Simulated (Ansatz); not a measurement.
# Na2S: the cost of one run

Computed with the Python package of Ansatz 0.2.0. Level of theory: DFT PBE, plane waves, PAW.

## 1. The system

Symmetry: Fm-3m, No. 225, cubic system. The conventional cell has a = 6.547 Å, b = 6.547 Å, c = 6.547 Å, α = 90.00°, β = 90.00°, γ = 90.00°. Na (site symmetry -43m) is surrounded by 4 S at 2.83 Å. S (site symmetry m-3m) has 8 Na at 2.83 Å as nearest neighbours.

The script holds or builds the structure itself.

## 2. The script

File na2s_relax.py:

```python
"""Relax the ions of Na2S at fixed cell."""

from pathlib import Path
import json

import ansatz as az
from ase import Atoms
from ase.io import write
import numpy as np
from pymatgen.core import Lattice, Structure
from pymatgen.io.ase import AseAtomsAdaptor


def main() -> None:
    pmg_structure = Structure(
        Lattice([(0.0, 3.2735, 3.2735), (3.2735, 0.0, 3.2735), (3.2735, 3.2735, 0.0)]),
        ["Na", "Na", "S"],
        [
            (0.25, 0.25, 0.25),
            (0.75, 0.75, 0.75),
            (0.0, 0.0, 0.0),
        ],
    )
    xtal = az.Crystal.from_ase(AseAtomsAdaptor.get_atoms(pmg_structure))

    calc = (
        xtal.calculation()
        .functional(az.Functional.PBE)
        .kpoints(4, 4, 4)
        .occupations("Fixed")
        .relax(max_steps=40, random_displacement=True, displacement_amplitude=0.03, displacement_seed=309)
        .density()
        .electron_localization_function()
        .output_files(volumetric_format="npy")
        .density_of_states(energy_step=0.05, method="smearing", broadening_width=0.1, projected=True)
    )
    res = calc.run(events_out="na2s.ndjson")
    with open("na2s.ndjson") as stream:
        events = [json.loads(line) for line in stream]
    steps = [e["data"] for e in events if e["event"] == "relax_step"]
    data = res.report
    for s in steps:
        flag = "" if s["accepted"] else "  (rejected)"
        print("step %2d  E = %.5f eV  largest force component = %.4f eV/A%s" % (s["step"], s["lagrangian_ev"], s["allowed_force_max_ev_ang"], flag))

    first, last = steps[0], steps[-1]
    symbols = [site.symbol for site in res.lattice.sites]
    print(f"energy gained {first['lagrangian_ev'] - last['lagrangian_ev']:.4f} eV in {len(steps) - 1} steps")

    relaxed = Atoms(symbols, positions=[site.position_ang for site in res.lattice.sites], cell=res.lattice.cell_ang, pbc=True)
    write("relaxed.cif", relaxed, format="cif")

    moved = np.linalg.norm(np.array(last["positions_ang"]) - np.array(first["positions_ang"]), axis=1)
    print("displacement by atom (A):", " ".join(f"{s}:{d:.3f}" for s, d in zip(symbols, moved)))

    print("relaxed fractional positions")
    for site in res.lattice.sites:
        print(f"  {site.symbol:2s}", " ".join(f"{v % 1:8.5f}" for v in np.round(site.position_frac, 5)))

    print(f"free energy      {data['free_energy_ev']:.5f} eV")
    print(f"per atom         {data['free_energy_ev'] / len(res.lattice.sites):.5f} eV")
    print(f"SCF iterations   {data['n_iterations']}  (converged: {data['converged']})")

    # ELF is 0.5 in a uniform gas and nears 1 where pairs localise
    folder = Path(res.write_results("elf"))
    elf = np.load(folder / "elf.npy")
    peak = np.unravel_index(elf.argmax(), elf.shape)
    print(f"largest ELF {elf.max():.3f} at grid fractions", np.round(np.array(peak) / elf.shape, 3))
    for level in (0.2, 0.5, 0.7, 0.8, 0.9):
        print(f"share of the cell with ELF over {level}: {np.mean(elf > level):.3f}")

    dos = res.density_of_states()
    energy = np.asarray(dos.energies_ev) - dos.fermi_ev
    projected = res.projected_density_of_states()
    # electrons in each projected shell, from the curves below the Fermi level
    step = energy[1] - energy[0]
    for index, site in enumerate(projected.sites):
        for shell in site.shells:
            curve = sum(np.sum(part.g_bin_mean_per_ev, axis=0) for part in shell.curves)
            print(f"site {index} {site.species:2s} {shell.label:3s} filled {curve[energy <= 0].sum() * step:7.3f}  at E_F {np.interp(0, energy, curve):7.3f} /eV")


if __name__ == "__main__":
    main()
```

## 3. Running it

Launch:

```sh
python na2s_relax.py
```

Q: Estimate wall time and peak memory on 1 thread of Arm Neoverse V1, shared host.

About 10 s, with a peak of 0.47 GiB.
